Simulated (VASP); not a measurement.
**Se: single point with PBE**

The system is Se.

```
CELL_PARAMETERS angstrom
4.35517 0.00000 0.00000
-2.17759 3.77169 0.00000
0.00000 0.00000 4.94945
ATOMIC_POSITIONS crystal
Se 0.78387 0.79043 0.49835
Se 0.01859 0.22154 0.83490
Se 0.20435 0.99636 0.17210
```

The cell isn't the ideal one: atoms moved at random, drawn with an rms of 0.05 Å.

```
Program                : VASP 6.6.1
Task                   : single point
Functional             : PBE
Potentials or basis    : VASP PAW PBE potentials, release 64 (Se)
Cutoff                 : 520 eV
k mesh                 : 7 × 7 × 6
Occupations            : fermi-dirac, width 0.05 eV
Spin                   : no spin polarisation
Further INCAR settings : ALGO = Normal; EDIFF = 1e-07; NBANDS = 16
```

```
Pressure               : 7.9 GPa
Largest force          : 2.097 eV/Å
Band gap on the k mesh : 1.01 eV, indirect (least direct gap 1.17 eV)
```

Forces on the atoms (eV/Å):
```
Se  -1.032 -1.380  0.499
Se  -1.052  1.347 -0.266
Se   2.084  0.033 -0.233
```

Stress tensor (GPa, compression positive):
```
 7.11  0.19 -0.52
 0.19  6.01 -1.39
-0.52 -1.39 10.62
```

Levels at points of the mesh, in eV from the valence-band top:
```csv
k point,band 5,band 6,band 7,band 8,band 9,band 10,band 11,band 12,band 13,band 14
"(0.00, 0.00, 0.00)",-4.10,-3.84,-2.40,-2.28,-0.46,2.02,2.19,2.68,5.83,6.20
"(0.00, 0.00, 0.50)",-3.66,-3.59,-1.67,-1.57,-1.35,1.16,1.43,1.72,5.99,7.36
```

It took 120 s on 1 thread of Intel(R) Xeon(R) Platinum 8488C (Sapphire Rapids), on a shared host, peak memory 0.28 GiB.

Caveat: an odd mesh through Γ misses points on the zone boundary, where band edges often lie.
